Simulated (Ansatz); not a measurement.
# Mo: the cost of one run

Method: DFT PBE, scalar-relativistic, plane waves, PAW, in Ansatz 0.2.0.

The COD entry's cell or inner coordinates are ideal or old and differ from later refinements, so a difference from it is no clean test against experiment.

3 further runs of the same task are left out: 1 that didn't finish, 2 set aside as unsound or not needed.

## Step 1: The system as given

It takes space group Im-3m (No. 229, cubic). The conventional cell has a = 3.160 Å, b = 3.160 Å, c = 3.160 Å, α = 90.00°, β = 90.00°, γ = 90.00°. Mo (site symmetry m-3m) is surrounded by 8 Mo at 2.74 Å.

Coordinates:

```cif
data_structure
_symmetry_space_group_name_H-M 'Im-3m'
_symmetry_Int_Tables_number 229
_cell_length_a 3.1605
_cell_length_b 3.1605
_cell_length_c 3.1605
_cell_angle_alpha 90.000
_cell_angle_beta 90.000
_cell_angle_gamma 90.000
_cell_volume 31.57
loop_
_atom_site_label
_atom_site_type_symbol
_atom_site_symmetry_multiplicity
_atom_site_Wyckoff_symbol
_atom_site_fract_x
_atom_site_fract_y
_atom_site_fract_z
_atom_site_occupancy
Mo1 Mo 2 a 0.00000 0.00000 0.00000 1
```

It is the result of an earlier relaxation at this level (volume 15.78 Å³/atom; gap on the mesh: none (metal)).

## Step 2: Plan of the line

Rigid slide and opening across a plane, one cut a cell; the plane is (0 1 1) of the conventional cell.

The axes are (1) slide along a1 − a2 (4.470 Å): 6 values from 0.000 to 0.833, periodic; (2) opening across the cut: 5 values from −0.25 to 2.20 Å.

Nothing else is relaxed (rigid halves). Energies count from the perfect crystal. Points are written as (first, second).

## Step 3: Point (0.500, −0.25 Å)

The input, input.yaml:

```yaml
crystal:
  lattice:
    - [-1.5802339368, 1.5802339368, -1.5802339368]
    - [-1.5802339368, -1.5802339368, 1.5802339368]
    - [0.0, 7.7243929887, 4.5639251151]
  atoms:
    - { symbol: Mo, position: [-0.4500875329, 0.4500875329, 0.9001750658] }
    - { symbol: Mo, position: [0.435701781, 0.564298219, 0.128596438] }
    - { symbol: Mo, position: [-0.192894657, 0.192894657, 0.3857893139] }
    - { symbol: Mo, position: [0.1785089051, 0.8214910949, 0.6429821899] }
basis:
  ecutwfc: 420
kpoints:
  mp_grid: { grid: [17, 17, 5] }
hamiltonian:
  xc: pbe
  pseudopotentials: { kind: paw, azcp: { folder: soft_1 } }
scf:
  occupations: { method: gaussian, width: 0.15 }
output:
  forces: true
  stress: true
  eigenvalues: true
  write_density: true
  write_potential: true
  elf: true
  volumetric_format: npy
```

Launch:

```console
ansatz run input.yaml --threads 2 --pin off --max-ram 4096MiB --backend cpu --events-out ev --progress --plain --runs-dir out
```

Q: Estimate wall time and peak memory on 2 threads of Arm Neoverse N1, shared host.

About 56 s, with a peak of 0.73 GiB.
